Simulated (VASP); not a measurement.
The system is ZnS (Wurtzite-2H).

```
Zn S
1.0
     3.81100    0.00000    0.00000
    -1.90550    3.30042    0.00000
     0.00000    0.00000    6.23400
Zn S
2 2
Cartesian
  1.9055 1.1001 3.1170
  0.0000 2.2003 0.0000
  1.9055 1.1001 5.5171
  0.0000 2.2003 2.4001
```

| Item | Value |
| --- | --- |
| Program | VASP 6.6.1 |
| Task | relaxation of cell and atoms |
| Functional | r2SCAN |
| Potentials or basis | VASP PAW PBE potentials, release 64 (Zn, S) |
| Cutoff | 600 eV |
| k mesh | 8 × 8 × 5 |
| Occupations | fermi-dirac, width 0.05 eV |
| Spin | no spin polarisation |

At the start: pressure 0.1 GPa; volume 19.60 Å³/atom.

Q: How do energy, volume and symmetry change on relaxing?

A: Over 10 steps the energy falls by 5.5 meV/atom; space group P6_3mc (No. 186, to 0.05 Å).

The path:
| step | energy change (eV) | largest force (eV/Å) | pressure (GPa) | volume (Å³) |
| --- | --- | --- | --- | --- |
| 1 | 0.0000 | 0.3177 | 0.12 | 78.41 |
| 2 | -0.0156 | 0.1171 | -0.16 | 78.58 |
| 3 | -0.0160 | 0.0743 | -0.19 | 78.61 |
| 4 | -0.0197 | 0.0362 | 0.05 | 78.36 |
| 5 | -0.0211 | 0.0055 | 0.23 | 78.17 |
| 6 | -0.0205 | 0.0587 | 0.57 | 77.79 |
| 7 | -0.0214 | 0.0154 | 0.33 | 78.04 |
| 8 | -0.0216 | 0.0045 | -0.20 | 78.56 |
| 9 | -0.0219 | 0.0046 | 0.09 | 78.31 |
| 10 | -0.0219 | 0.0019 | -0.02 | 78.38 |

Final structure:
```
CELL_PARAMETERS angstrom
3.80684 0.00000 0.00000
-1.90342 3.29682 0.00000
0.00000 0.00000 6.24556
ATOMIC_POSITIONS crystal
Zn 0.66667 0.33333 0.50536
Zn 0.33333 0.66667 0.00536
S 0.66667 0.33333 0.87964
S 0.33333 0.66667 0.37964
```

Caveat: the PAW data sets were made with another functional, which shifts forces and pressure a little.
